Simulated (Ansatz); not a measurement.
# B: energy change per atom and pressure as volume scale varies

Results calculated with Ansatz 0.2.0, not measured. Plane-wave DFT, scalar-relativistic PAW made under PBE with cores redone for the functional, no dispersion; the given relaxed cell is scaled uniformly, energy at zero smearing counts from the unscaled cell, pressure at the given Fermi-Dirac smearing is positive in compression.

The cell before it is scaled or strained (space group Fd-3m, No. 227):
```
cell vectors (Å)
   0.0000     2.0262     2.0262
   2.0262     0.0000     2.0262
   2.0262     2.0262     0.0000
atoms (fractions of the cell vectors)
B   0.12500  0.12500  0.12500
B   0.87500  0.87500  0.87500
```

Settings of every row: spin polarised no; functional PBE; wave cutoff 420 eV; smearing width 0.1 eV; k mesh 22x22x22.

Atom starting moment: 0 on all atoms.

Limits: the cell comes from a prototype or a list of computed structures and needn't be the stable phase.

```
row  volume scale  V (Å³/atom)  energy change per atom (meV)  pressure (GPa)
  1          0.88         7.32                         78.88           28.21
  2          0.92        7.653                         32.54              17
  3          0.96        7.986                          7.45            7.69
  4          1.04        8.651                             ?               ?
  5          1.08        8.984                         26.76          -11.89
  6          1.12        9.317                         56.51          -16.39
```

Question: what energy change per atom and pressure should row 4 give?

Worked fit of energy change per atom. Take u = (V_r/V)^(2/3) − 1 with V_r = 7.986 Å³ an atom, which is twice the finite (Eulerian) strain; such expansions in the strain, on which the Birch-Murnaghan equation of state is built, carry the rest volume and the bulk modulus. The shown rows have u = 0.05977, 0.0288, 0, -0.0755, -0.09766. Least squares give energy change per atom = 7.42 + 553.44 × u + 10787.2 × u² meV; a straight line predicts inner rows, each left out in turn, worse (root mean square 28 against 0.42 meV). The rows lie off it by -0.16, 0.23, 0.03, -0.37, 0.26 (root mean square 0.24 meV). The withheld row has u = -0.05193, so the fit gives 7.42 + 553.44 × (-0.05193) + 10787.2 × (-0.05193)² = 7.77 meV.

The calculation gave 7.24 meV. The fit lies 0.53 meV (7.3 % of the value, 0.74 % of the column's range) above it; its largest miss of a shown row is 0.37 meV.

Worked fit of pressure. Take u = (V_r/V)^(2/3) − 1 with V_r = 7.986 Å³ an atom, which is twice the finite (Eulerian) strain; such expansions in the strain, on which the Birch-Murnaghan equation of state is built, carry the rest volume and the bulk modulus. The shown rows have u = 0.05977, 0.0288, 0, -0.0755, -0.09766. Least squares give pressure = 7.694 + 306.28 × u + 613.9 × u² GPa; a straight line predicts inner rows, each left out in turn, worse (root mean square 1.6 against 0.046 GPa). The rows lie off it by 0.02, -0.02, 0.00, 0.04, -0.03. The pressure vanishes at u = -0.0265, or V = 8.315 Å³ an atom, and there the bulk modulus at fixed shape and fractions is B = −V dP/dV = (2/3)(1 + u) dP/du = 178 GPa. The withheld row has u = -0.05193, so the fit gives 7.694 + 306.28 × (-0.05193) + 613.9 × (-0.05193)² = -6.56 GPa.

The calculation gave -6.5 GPa. The fit lies 0.06 GPa (0.13 % of the column's range) below it; its largest miss of a shown row is 0.04 GPa.
